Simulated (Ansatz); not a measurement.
## SiC: C vacancy

Level of theory: DFT PBE, scalar-relativistic, plane waves, PAW (Ansatz 0.2.0). Run with 420 eV cutoff, 4×4×4 k-mesh, Gaussian smearing of 0.01 eV, collinear spin in charge +1 alone.

Host crystal, relaxed:

```cif
data_structure
_symmetry_space_group_name_H-M 'P 1'
_symmetry_Int_Tables_number 1
_cell_length_a 3.0919
_cell_length_b 3.0919
_cell_length_c 5.0743
_cell_angle_alpha 90.000
_cell_angle_beta 90.000
_cell_angle_gamma 120.000
_cell_volume 42.01
loop_
_atom_site_label
_atom_site_type_symbol
_atom_site_fract_x
_atom_site_fract_y
_atom_site_fract_z
_atom_site_occupancy
Si1 Si 0.33333 0.66667 0.49958 1
Si2 Si 0.66667 0.33333 0.99958 1
C1 C 0.33333 0.66667 0.87542 1
C2 C 0.66667 0.33333 0.37542 1
```

Supercell of 16 atoms, rows in host cell vectors: 0 0 -1; 0 -2 0; -2 0 0. Atoms relax at the host's cell, keeping the symmetry that the supercell leaves at the site. The cell is small, so energies carry finite-size errors of tenths of an eV. The host's Kohn–Sham gap is 2.31 eV. Atoms are taken from and returned to the elements' standard states. Charged cells are corrected for image charges with the computed static dielectric tensor (mean 10.6) and aligned with the host's potential at far atoms (alignment terms reach 1.48 eV; the program doubts the alignment in some charges, where it is up to 1.48 eV). No band-filling term is added, and the Fermi level counts from the host's valence band top.

Starting moments were lost in some runs.

Defect: C vacancy at (0.333, 0.667, 0.875) of the host cell.

(1) What is the formation energy of the neutral defect?

(2) Does the neutral defect carry a moment, and how do its surroundings relax?

(3) Charges +2, +1, 0 were computed. Which is stable where in the gap?

## Answers

(1) 4.02 eV.

(2) The neutral run had no spin polarisation, so a moment wasn't tested. The nearest neighbours before are 3 Si at 1.89 Å, 1 Si at 1.91 Å; after relaxation the atoms near the site are 1 Si at 1.85 Å, 3 Si at 1.93 Å; the largest move is 0.06 Å.

(3) Among the charges computed the stable one is +2 at the valence band top, changing to +1 at 0.15 eV, changing to 0 at 1.36 eV. In charge +1, 0 the cell has partly filled bands: a level of the defect may be part filled, the carrier may sit in the host's bands, or levels may cross between the k points, so transitions that involve it are doubtful. Without the alignment that the program doubts, the level (+2/+1) would lie at -0.61 eV, outside the gap, so these runs don't decide whether the defect changes charge there. Levels between neighbouring charges: (+2/+1) 0.15 eV, (+1/0) 1.36 eV.